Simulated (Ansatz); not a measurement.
Runs of Ansatz 0.2.0 on Pd. Symmetry: Fm-3m, No. 225, cubic system. The conventional cell has a = 3.893 Å, b = 3.893 Å, c = 3.893 Å, α = 90.00°, β = 90.00°, γ = 90.00°. Pd (site symmetry m-3m) is surrounded by 12 Pd at 2.75 Å. 

```tsv
level	cutoff (eV)	gap on the mesh (eV)	pressure (GPa)
LDA	420	none	-7.8
HSE06	420	none	2.1
PBEsol	420	none	(c)
PBE0	420	none	2.3
BLYP	420	none	(a)
revPBE	420	none	11.3
r2SCAN	500	none	2.8
RPBE	420	none	(b)
```

Alike in all rows: task projected density of states; potentials or basis Ansatz PAW; no spin polarisation; cell as given; k mesh 7 × 7 × 7; smearing fermi-dirac 0.05 eV; the mesh is coarse, so values aren't converged.

**Question.** Estimate the missing entries.

**Answer.** (a) 18.8; (b) 12.6; (c) -2.0.

Caveats: all runs use coarse meshes; the PAW data sets come from PBE, with cores solved anew for the run's functional, which leaves a small shift of forces and pressure; the thresholds are loose for stress (some runs).

A k mesh can miss the band edges, and the runs leave out spin-orbit coupling on Pd.

A gap of «none» marks a metal or a gap under the smearing width.

Runs at the PBE level aren't shown here.
